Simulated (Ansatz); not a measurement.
## LiH (CsCl type): gap against strain (isotropic on every length)

LiH built on the CsCl prototype, relaxed with r2SCAN in the plane-wave code Ansatz, then strained (isotropic on every length; changes of length per length, axes as in the cell below) with the atoms relaxed again within the symmetry that is left. Space group Pm-3m (No. 221), cubic; conventional cell a = 2.502 Å, 7.83 Å³ an atom. Li has 8 H at 2.17 Å; H has 8 Li at 2.17 Å. The cell comes from a prototype generator: it can be a known phase or a hypothetical one. Spin polarisation is off.

```yaml
crystal:
  lattice:
    - [2.50166, 0.00000, 0.00000]
    - [0.00000, 2.50166, 0.00000]
    - [0.00000, 0.00000, 2.50166]
  atoms:
    - { symbol: Li, position: [0.00000, 0.00000, 0.00000] }
    - { symbol: H, position: [0.50000, 0.50000, 0.50000] }
```

Gaps are the least over each mesh (PBE 10×10×10, r2SCAN 10×10×10, HSE06 8×8×8 when unstrained) and the special points, which keep their unstrained names; stress is the change from the unstrained cell, compression positive.

```
strain (%)  gap, PBE (eV)  gap, r2SCAN (eV)  gap, HSE06 (eV)  edges, HSE06  mean stress, r2SCAN (GPa)  energy rise, r2SCAN (meV/atom)
     -3.87          0.676             1.086            1.392         R → X                      +5.12                            12.8
     -3.33          0.680             1.090            1.393         R → X                      +4.27                             9.4
       0.0          0.707             1.124            1.407         R → X                       0.00                             0.0
     +2.51          0.731             1.154            1.421         R → X                      -2.33                             4.6
     +4.89          0.756             1.183            1.439         R → X                      -4.01                            16.7
```

Between zero and the nearest strains the slope of the HSE06 gap against strain is +0.004 eV per percent for negative and +0.006 for positive strain.

The meshes of the hybrids are coarse, so their gaps aren't converged to the digits shown.
